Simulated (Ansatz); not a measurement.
**Varying the input for Cs**

The reference input for Ansatz (plane-wave DFT with PAW):

```yaml
crystal:
  lattice:
    - [-3.1284650614, 3.1284650614, 3.1284650614]
    - [3.1284650614, -3.1284650614, 3.1284650614]
    - [3.1284650614, 3.1284650614, -3.1284650614]
  atoms:
    - { symbol: Cs, position: [0.0, 0.0, 0.0] }
basis:
  ecutwfc: 420
kpoints:
  mp_grid: { grid: [4, 4, 4] }
hamiltonian:
  xc: pbe
scf:
  occupations: { method: gaussian, width: 0.1 }
output:
  forces: true
  stress: true
  eigenvalues: true
```

Command:

```bash
ansatz run input.yaml --threads 1 --pin off --max-ram 1331MiB --backend cpu --events-out ev --progress --plain --runs-dir out
```

The run converges in 6 SCF iterations on 8 irreducible k-points: pressure -0.04 GPa, no gap.

The inputs are trials, many of them unsound on purpose. Their numbers show the effect of the settings and aren't properties of the material. Each trial's input is given as a difference from the reference's; energies are extrapolated to zero smearing where there is one, and pressure is positive in compression.

Trial 1:

```diff
 scf:
-  occupations: { method: gaussian, width: 0.1 }
+  occupations: { method: gaussian, width: "0.02 Ry" }
```

What happens?

The run converges in 6 SCF iterations on 8 irreducible k-points: energy 21.1 meV per atom below the reference, pressure -0.06 GPa, no gap.

Trial 2 (the one atom moved, which only shifts the crystal as a whole):

```diff
 crystal:
   atoms:
-    - { symbol: Cs, position: [0.0, 0.0, 0.0] }
+    - { symbol: Cs, position: [0.255, 0.556, 0.867], spin: 1.0 }
 basis:
+  ecutrho_ratio: 3
 scf:
-  occupations: { method: gaussian, width: 0.1 }
+  occupations: { method: cold, width: 0.24 }
+  lower_state_search: "off"
 output:
+  populations: true
+magnetization:
+  spin_polarized: true
+  magnetic_field: [0, 0, 10]
+accuracy: high
```

What happens?

The program refuses the input:

```text
Error: inconsistent input (magnetization.magnetic_field, magnetization.spin_polarized): is a list, and a spin_polarized run has one axis for its moments and the field — type the one component along it in T, or set noncollinear: true in place of spin_polarized: true
```

Next try, with these keys changed back:

```diff
 crystal:
   atoms:
-    - { symbol: Cs, position: [0.255, 0.556, 0.867], spin: 1.0 }
+    - { symbol: Cs, position: [0.255, 0.556, 0.867] }
 scf:
-  lower_state_search: "off"
 output:
-  populations: true
-magnetization:
-  spin_polarized: true
-  magnetic_field: [0, 0, 10]
```

The run converges in 8 SCF iterations on 8 irreducible k-points: energy 12.6 meV per atom below the reference, pressure -0.06 GPa, no gap. It warns that the density cutoff lies under the recommended one.

Trial 3:

```diff
 basis:
+  ecutrho_ratio: 10
 scf:
+  eigensolver: { kind: cg }
+  max_iter: 63
```

What happens?

The program refuses the input:

```text
Error: YAML parse error: error: line 17 column 24: unknown variant `cg`, expected one of auto, dense, davidson, support_functions
```

Next try, with these keys changed back:

```diff
 scf:
-  eigensolver: { kind: cg }
```

The run converges in 6 SCF iterations on 8 irreducible k-points: the reference's energy to 0.01 meV per atom, pressure -0.04 GPa, no gap.

Trial 4:

```diff
-basis:
-  ecutwfc: 420
+basis: {}
 kpoints:
-  mp_grid: { grid: [4, 4, 4] }
+  mp_grid: { kspacing: 0.62 }
 scf:
-  occupations: { method: gaussian, width: 0.1 }
+  occupations: { method: tetrahedron }
+  n_extra_bands: 5
+  eigensolver: { kind: davidson }
+  max_iter: 56
+accuracy: low
+magnetization:
+  spin_polarized: true
```

What happens?

The run converges in 9 SCF iterations on 4 irreducible k-points: energy 109 meV per atom below the reference, pressure -0.14 GPa, no gap, cell moment 0.00 μB. It warns that the printed bands weren't solved further after the SCF; that no starting moments were given; that the state wasn't tested for a lower one; that forces and stress under tetrahedra may miss the energy's slope.

Trial 5:

```diff
 basis:
-  ecutwfc: 420
+  ecutwfc: "43 Ry"
 scf:
-  occupations: { method: gaussian, width: 0.1 }
+  occupations: { method: tetrahedron }
+  max_iter: 60
```

What does the program give?

The run converges in 5 SCF iterations on 8 irreducible k-points: energy 85.5 meV per atom below the reference, pressure -0.08 GPa, no gap. It warns that the printed bands weren't solved further after the SCF; that forces and stress under tetrahedra may miss the energy's slope.

Trial 6 (volume scaled):

```diff
 crystal:
   lattice:
-    - [-3.1284650614, 3.1284650614, 3.1284650614]
-    - [3.1284650614, -3.1284650614, 3.1284650614]
-    - [3.1284650614, 3.1284650614, -3.1284650614]
+    - [-3.3152297395, 3.3152297395, 3.3152297395]
+    - [3.3152297395, -3.3152297395, 3.3152297395]
+    - [3.3152297395, 3.3152297395, -3.3152297395]
 basis:
-  ecutwfc: 420
+  ecutwfc: 320
 kpoints:
-  mp_grid: { grid: [4, 4, 4] }
+  mp_grid: { grid: [1, 1, 1] }
 scf:
-  occupations: { method: gaussian, width: 0.1 }
+  occupations: { method: gaussian, width: 0.034 }
+  mixing: { algorithm: anderson, q_tf: 0.69 }
+  max_iter: 73
```

What happens?

The run converges in 5 SCF iterations on 1 irreducible k-point: energy 799 meV per atom below the reference, pressure -0.46 GPa, no gap. It warns that the cutoff lies under the recommended one, 420 eV for these potentials.